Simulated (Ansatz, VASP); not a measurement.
## Two plane-wave programs on Te

Contents of POSCAR:

```
Te
1.0
    5.2232600000      0.0000000000      0.0000000000
    0.0000000000      5.2232600000      0.0000000000
    0.0000000000      0.0000000000      5.2232600000
Te
4
Direct
    0.8750000000      0.1250000000      0.6250000000
    0.3750000000      0.3750000000      0.3750000000
    0.1250000000      0.6250000000      0.8750000000
    0.6250000000      0.8750000000      0.1250000000
```

The input INCAR.step1:

```
SYSTEM = Te
  ALGO = Normal
  EDIFF = 1E-5
  ENCUT = 520
  GGA = PE
  ISIF = 2
  ISMEAR = -1
  LASPH = .True.
  LCHARG = .False.
  LREAL = .False.
  LWAVE = .True.
  NELM = 80
  PREC = Accurate
  SIGMA = 0.05
```

The input INCAR.step2:

```
SYSTEM = Te
  AEXX = 0.3
  ALGO = Normal
  EDIFF = 1E-6
  ENCUT = 520
  GGA = PE
  HFSCREEN = 0.2
  ISIF = 2
  ISMEAR = -1
  ISTART = 1
  LASPH = .True.
  LCHARG = .False.
  LHFCALC = .True.
  LREAL = .False.
  LWAVE = .False.
  NELM = 80
  PREC = Accurate
  PRECFOCK = Fast
  SIGMA = 0.05
```

The input KPOINTS:

```
k-points
0
Gamma
  3 3 3
  0 0 0
```

Contents of input.yaml:

```yaml
crystal:
  lattice:
    - [5.22326, 0.0, 0.0]
    - [0.0, 5.22326, 0.0]
    - [0.0, 0.0, 5.22326]
  atoms:
    - { symbol: Te, position: [0.875, 0.125, 0.625] }
    - { symbol: Te, position: [0.375, 0.375, 0.375] }
    - { symbol: Te, position: [0.125, 0.625, 0.875] }
    - { symbol: Te, position: [0.625, 0.875, 0.125] }
hamiltonian:
  xc: { exchange: pbe, correlation: pbe, exx: { coeff: 0.3, omega: 0.2 } }
  pseudopotentials: { kind: paw }
kpoints:
  mp_grid: { grid: [3, 3, 3] }
scf:
  occupations: { method: fermi_dirac, width: 0.05 }
output:
  forces: true
  stress: true
  eigenvalues: true
```

The cell was built by a generator and needn't be a form met in nature.

Alike in both runs: task single point; functional HSE(alpha, omega); k mesh 3 × 3 × 3; occupations fermi-dirac, width 0.05 eV; no spin polarisation.

|  | VASP | Ansatz |
| --- | --- | --- |
| version | VASP 6.6.1 | Ansatz 0.2.0 |
| potentials or method | VASP PAW PBE potentials, release 64 (Te) | Ansatz PAW |
| plane-wave cutoff (eV) | 520 | 420 |
| valence electrons in the cell | 24 | 64 |

|  | VASP | Ansatz | Ansatz less VASP |
| --- | --- | --- | --- |
| gap on the k mesh at the Fermi level (eV) | 0.42 | 0.42 | -0.004 |
| least direct gap on the mesh (eV) | 1.01 | 1.00 | -0.005 |
| pressure (GPa) | -2.6 | -2.0 | +0.60 |

The two sets of potentials don't hold the same shells in valence.

Caveats: spin-orbit coupling is left out, which moves the levels of the heavy elements; the PAW data sets were made with another functional, which shifts forces and pressure a little (VASP); an odd mesh through Γ misses points on the zone boundary, where band edges often lie (VASP); odd divisions of the mesh miss points on the zone boundary, where band edges often lie, so the gap on the mesh can be too wide (Ansatz); the PAW data sets come from PBE, with cores solved anew for the run's functional, which leaves a small shift of forces and pressure (Ansatz); the thresholds are loose for stress (Ansatz).
